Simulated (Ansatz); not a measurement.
# HfSiO4: the cell at several levels of theory

Aim: relax HfSiO4 in the polar orthorhombic host structure with PBE and r2SCAN and see how far the functionals disagree on the cell. This is a trial cell built on a prototype, not taken from a measured structure, and it needn't be the compound's ground state.

The runs shown are made with Ansatz 0.2.0. PAW datasets, plane waves, zero pressure. The calculation is spin-unpolarised, and the structure need not be a phase that has been made.

## Step 1: The system as given

This is the cell as the run starts from it, not yet at rest; its lengths are not the crystal's.

It is monoclinic, P2_1 (No. 4); conventional cell a = 4.568 Å, b = 4.593 Å, c = 4.764 Å, β = 90.0°, 8.33 Å³ an atom. Near Hf stand 7 O at 1.85–2.03 Å; near Si stand 7 O at 1.85–2.03 Å; near O stand 2 Si at 1.85–1.95 Å and 1 Hf at 1.94 Å; near O stand 2 Hf at 1.85–1.95 Å and 1 Si at 1.94 Å; near O stand 2 Si at 1.92–1.95 Å and 2 Hf at 2.02–2.03 Å.

Coordinates:

```cif
data_structure
_symmetry_space_group_name_H-M 'P2_1'
_symmetry_Int_Tables_number 4
_cell_length_a 4.5680
_cell_length_b 4.5935
_cell_length_c 4.7639
_cell_angle_alpha 90.000
_cell_angle_beta 90.000
_cell_angle_gamma 90.000
_cell_volume 99.96
loop_
_atom_site_label
_atom_site_type_symbol
_atom_site_symmetry_multiplicity
_atom_site_Wyckoff_symbol
_atom_site_fract_x
_atom_site_fract_y
_atom_site_fract_z
_atom_site_occupancy
Hf1 Hf 2 a 0.26748 0.24144 0.03301 1
Si1 Si 2 a 0.26748 0.74144 0.46699 1
O1 O 2 a 0.07135 0.37927 0.36787 1
O2 O 2 a 0.07135 0.87927 0.13213 1
O3 O 2 a 0.46012 0.49229 0.73395 1
O4 O 2 a 0.46012 0.99229 0.76605 1
```

## Step 2: Relaxation with PBE

File input.yaml:

```yaml
crystal:
  lattice:
    - [4.56798431, 0.0, 0.0]
    - [0.0, 4.5934689, 0.0]
    - [0.0, 0.0, 4.76394656]
  atoms:
    - { symbol: Hf, position: [0.26747918, 0.24144035, 0.033006] }
    - { symbol: Si, position: [0.26747918, 0.74144035, 0.466994] }
    - { symbol: Si, position: [0.73252082, 0.24144035, 0.533006] }
    - { symbol: Hf, position: [0.73252082, 0.74144035, 0.966994] }
    - { symbol: O, position: [0.0713546, 0.37926726, 0.36787255] }
    - { symbol: O, position: [0.0713546, 0.87926726, 0.13212745] }
    - { symbol: O, position: [0.46011695, 0.49229239, 0.73394852] }
    - { symbol: O, position: [0.46011695, 0.99229239, 0.76605148] }
    - { symbol: O, position: [0.53988305, 0.99229239, 0.26605148] }
    - { symbol: O, position: [0.53988305, 0.49229239, 0.23394852] }
    - { symbol: O, position: [0.9286454, 0.37926726, 0.86787255] }
    - { symbol: O, position: [0.9286454, 0.87926726, 0.63212745] }
kpoints:
  mp_grid: { grid: [6, 6, 6] }
hamiltonian:
  xc: pbe
scf:
  occupations: { method: fermi_dirac, width: 0.02 }
relax:
  f_tol: 0.005
  cell: {}
```

After this run come: Relaxation with r2SCAN.

**Question.** What will these runs give? Wanted: for each run, a; b; c; β; volume; space group; SCF geometries.

As calculated:

| level | a (Å) | b (Å) | c (Å) | β (°) | volume (Å³/atom) | space group | SCF geometries |
| --- | --- | --- | --- | --- | --- | --- | --- |
| PBE | 4.646 | 5.151 | 5.346 | 92.506 | 10.651 | P2_1 | 29 |
| r2SCAN | 4.601 | 5.092 | 5.295 | 92.347 | 10.327 | P2_1 | 10 |

In words: From the start to the first minimum the volume moved by +27.9 %. The volume runs from r2SCAN (least) to PBE (most), a spread of 3.1 %, or 1.0 % in length if all axes shared it alike. The meshes differ: PBE 6×6×6, r2SCAN 6×4×4.
